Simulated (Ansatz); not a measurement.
## MgS: rattling a relaxed structure

It comes from a database structure that was distorted and then relaxed.

Theory: DFT PBE, scalar-relativistic, plane waves, PAW (Ansatz 0.2.0). Settings: cutoff 420 eV, Γ-centred mesh 8×8×8 on the computed 2-atom cell, Gaussian smearing of 0.02 eV; no spin polarisation.

The cell below (2 atoms, space group Fm-3m (No. 225)) is relaxed within its symmetry.

```
Mg S
1.0
     0.00000    2.61472    2.61472
     2.61472    0.00000    2.61472
     2.61472    2.61472    0.00000
Mg S
1 1
Direct
  0.50000 0.50000 0.50000
  0.00000 0.00000 0.00000
```

For the test a repeat of it with 4 atoms (edges 3.70, 3.70, 6.40 Å) was strained at random (σ = 1.5 % a component), the atoms were moved at random (σ = 0.10 Å), and all was relaxed again on a coarse 6×6×6 mesh (in the run’s order of axes) with 0.10 eV smearing, with no symmetry imposed.

Q: Is the structure stable against such a distortion?

A: It returns, within 1 meV/atom of the unmoved cell on that mesh and with the same symmetry when read at 0.1 Å (I4/mmm at 0.01 Å, so small strains and shifts remain). No instability shows in this cell; modes of other wave vectors, which need another repeat, aren't tested.
